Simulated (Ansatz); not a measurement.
# BaTe: energy along a strain

BaTe, Fm-3m, a = 6.820 Å (as given, not relaxed at this level: 4.0 GPa). Ansatz: r2SCAN, PAW, 500 eV, Γ-centred 8×8×8 mesh on 2 atoms, Gaussian smearing 0.05 eV; no spin polarisation. Cell vectors (Å): 0.000 3.410 3.410; 3.410 0.000 3.410; 3.410 3.410 0.000. The cell is strained by x per cent times the pattern (0 0 0 0 1 0) in the order xx yy zz yz xz xy (engineering shears), with fractional coordinates held. y is the free energy over the start, V0 = 39.652 Å³/atom. Symmetry makes y even in x.

```tsv
x (%)	y (meV/atom)
-6.00	?
-3.00	1.39
0.00	0.00
0.75	0.09
1.50	0.35
2.25	0.78
3.75	2.18
4.50	3.14
5.25	4.29
```

Fit y = c2 x² + c4 x⁴ to the other rows, get the stiffness along the pattern, and predict the missing energy.

Least squares on the rows shown. y = 0.1540 x² + 5.709×10⁻⁵ x⁴. The clamped-ion stiffness p·C·p = 2 × 1.540 eV × 160.2 / 39.652 Å³ = 12.4 GPa, which is C55 in these axes (C44 of the cubic crystal) (second derivative at the start, which stands under stress). At x = -6.00 the fit asked for gives 5.62 meV/atom. The run gave 5.60 meV/atom, so the fit is 0.02 meV/atom too high, a small miss on the scale of the series.